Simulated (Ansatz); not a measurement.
## MoP (P-6m2), stationary points along a deformation path

Computed with DFT LDA, scalar-relativistic, plane waves, PAW in Ansatz 0.2.0. Cutoff 420 eV, Γ-centred 18×18×16 k-points, Gaussian smearing of 0.15 eV. No spin polarisation. Energies are free energies at this smearing, counted from the undisturbed cell; pressure is positive in compression.

The starting cell (as given, not relaxed at this level; it stands at -7.2 GPa, and it needn't be the usual structure):

```
Mo P
1.0
     3.22300    0.00000    0.00000
    -1.61150    2.79120    0.00000
     0.00000    0.00000    3.19100
Mo P
1 1
Direct
  0.00000 0.00000 0.00000
  0.33333 0.66667 0.50000
```

At fixed volume and fractional coordinates, lengths along (0.000, 0.000, 1.000) are scaled against those across it; ρ is that ratio over its starting value. V = 14.353 Å³/atom. Δσ is the stress along the axis less the mean stress across it (compression positive).

```
    ρ  ΔE (meV/atom)  Δσ (GPa) space group
0.800          315.3     41.09        P-6m2
0.850          179.7     34.54        P-6m2
0.920           46.5     20.24        P-6m2
0.960            8.8      9.22        P-6m2
1.000            0.0     -2.05        P-6m2
1.050           25.6    -15.39        P-6m2
1.100           83.1    -24.81        P-6m2
1.200          228.6    -31.16        P-6m2
```

Problem. How does the stress give the slope of the energy, and where is the energy stationary?

Solution. Along the path d ln(length) is 2/3 d ln ρ on the axis and −1/3 d ln ρ across it, so dE/d ln ρ = −(2/3) V Δσ: the energy falls with ρ where Δσ is positive. Δσ vanishes or changes sign between ρ = 0.960 and 1.000, a minimum (near 0.99 by linear interpolation). Pairs of stationary points between two samples would go unseen, and could change a minimum read from distant neighbours into a maximum.

Problem. Integrate that slope from ρ = 1 to 1.200 by the trapezoid rule.

Solution. With V/N in Å³ and 1 eV/Å³ = 160.2 GPa the slopes at ρ = 1.000, 1.050, 1.100, 1.200 are 123, 919, 1482, 1861 meV/atom per unit of ln ρ. The steps add 25.4 + 55.8 + 145.4 = 226.7 meV/atom, against 228.6 from the energies; the trapezoid rule misses the curvature of the slope within each step.

In a metal these slopes depend on the k mesh and the smearing.